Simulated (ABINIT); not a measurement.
**Pb: band structure with revPBE**

The system is Pb.

```
Pb
1.0
     0.00000    2.47502    2.47502
     2.47502    0.00000    2.47502
     2.47502    2.47502    0.00000
Pb
1
Cartesian
  0.0000 0.0000 0.0000
```

- Program: ABINIT 10.8.3 (patched build)
- Task: band structure
- Functional: revPBE
- Potentials or basis: JTH PAW PBE v2.0 sp
- Cutoff: 408 eV
- k mesh: 9 × 9 × 9
- Occupations: fermi-dirac, width 0.05 eV
- Spin: no spin polarisation
- Fine-grid cutoff: 816.342 eV
- Exchange and correlation inside the PAW spheres: full angular mesh (pawxcdev 0, this build's default; the released program takes 1)

```
Pressure                                              : 3.5 GPa
Band gap on the k mesh                                : none (metal or under the smearing width)
Valence electrons inside the program's atomic spheres : Pb 2.68 (radii [1.5418] Å)
```

Levels at the corners of the path, in eV from the Fermi level:
```csv
point,band 1,band 2,band 3,band 4,band 5,band 6
Γ,-11.61,7.65,7.65,7.65,8.93,8.93
X,-6.60,-3.12,2.30,2.30,5.28,6.16
W,-6.45,-1.24,-1.24,0.40,9.55,9.55
K,-6.65,-2.15,-1.11,3.21,6.23,9.35
Γ,-11.61,7.65,7.65,7.65,8.93,8.93
L,-8.06,-4.07,5.85,5.85,8.18,8.64
U,-6.65,-2.15,-1.11,3.21,6.23,9.35
W,-6.45,-1.24,-1.24,0.40,9.55,9.55
L,-8.06,-4.07,5.85,5.85,8.18,8.64
K,-6.65,-2.15,-1.11,3.21,6.23,9.35
```

Wall time 13 s on 1 thread of Arm Neoverse V1, on a shared host, peak memory 0.12 GiB.

Caveat: the PAW data sets were made with another functional, which shifts forces and pressure a little; spin-orbit coupling is left out, which moves the levels of the heavy elements; this set keeps more shells in the core, which shifts pressures and gaps.
